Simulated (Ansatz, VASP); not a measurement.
## Two plane-wave programs on Al

```xyz
1
Lattice="0.0000 1.9875 1.9875 1.9875 0.0000 1.9875 1.9875 1.9875 0.0000" Properties=species:S:1:pos:R:3 pbc="T T T"
Al    0.0000    0.0000    0.0000
```

Alike in both runs: task single point; functional PBEsol; k mesh 18 × 18 × 18; occupations gaussian, width 0.1 eV; no spin polarisation.

```csv
,VASP,Ansatz
version,VASP 6.6.1,Ansatz 0.2.0
potentials or method,"VASP PAW PBE potentials, release 64 (Al)","scalar-relativistic, plane waves, PAW"
plane-wave cutoff (eV),520,420
valence electrons in the cell,3,3
```

```csv
,VASP,Ansatz,Ansatz less VASP
gap on the k mesh at the Fermi level (eV),none,none,-
pressure (GPa),2.7,2.6,-0.07
```

A gap of «none» marks a metal or a gap that the smearing closes.

Caveats: the PAW data sets were made with another functional, which shifts forces and pressure a little (VASP).
